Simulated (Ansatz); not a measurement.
# Sn2Ge (ordering on diamond): the band gap by level of theory

All numbers come from Ansatz 0.2.0. No magnetic order and no zero-point or thermal motion; the cell was built from a prototype and may be hypothetical.

Sn2Ge, ordered on the diamond lattice (P-3m1) with 6 atoms a cell, relaxed with r2SCAN. Space group P-3m1 (No. 164), trigonal; a = 4.455 Å, c = 10.932 Å in the conventional setting, 31.31 Å³ an atom. Ge has 3 Ge at 2.66 Å and 1 Sn at 2.66 Å; Sn has 1 Ge at 2.66 Å and 3 Sn at 2.78 Å; Sn has 4 Sn at 2.78–2.82 Å.

```yaml
crystal:
  lattice:
    - [4.45459, 0.00000, 0.00000]
    - [-2.22729, 3.85779, 0.00000]
    - [0.00000, 0.00000, 10.93189]
  atoms:
    - { symbol: Ge, position: [0.66667, 0.33333, 0.53096] }
    - { symbol: Sn, position: [0.33333, 0.66667, 0.22564] }
    - { symbol: Sn, position: [0.00000, 0.00000, 0.87096] }
    - { symbol: Ge, position: [0.33333, 0.66667, 0.46904] }
    - { symbol: Sn, position: [0.00000, 0.00000, 0.12904] }
    - { symbol: Sn, position: [0.66667, 0.33333, 0.77436] }
```

Band edges at fixed r2SCAN geometry:
```csv
level,k mesh,gap (eV),kind,edges,least direct gap (eV),rough cost
PBE,6×6×2,none (overlap 0.52),–,–,–,20 core-seconds
PBE+SOC,6×6×2,none (overlap 0.52),–,–,–,80 core-seconds
r2SCAN,6×6×2,none (overlap 0.36),–,–,–,20 core-seconds
```
All runs use a smearing of 0.02 eV.
Wave cutoffs: 420 eV, 500 eV (r2SCAN).
Costs come from shared machines and give only the order; PBE's includes the band path. The runs had 4 threads of Arm Neoverse V2, with other jobs on the host.

r2SCAN gives no gap: the lowest nominally empty band dips 0.36 eV below the top of the last filled one (its bottom at L, the top at Γ), so the cell is a metal or semimetal at this level. PBE+SOC gives no gap: the lowest nominally empty band dips 0.52 eV below the top of the last filled one (its bottom at L, the top at Γ), so the cell is a metal or semimetal at this level.

No level opens a gap, but no hybrid is among them, and semilocal functionals can close a real gap.

Only the levels marked +SOC include spin-orbit coupling.
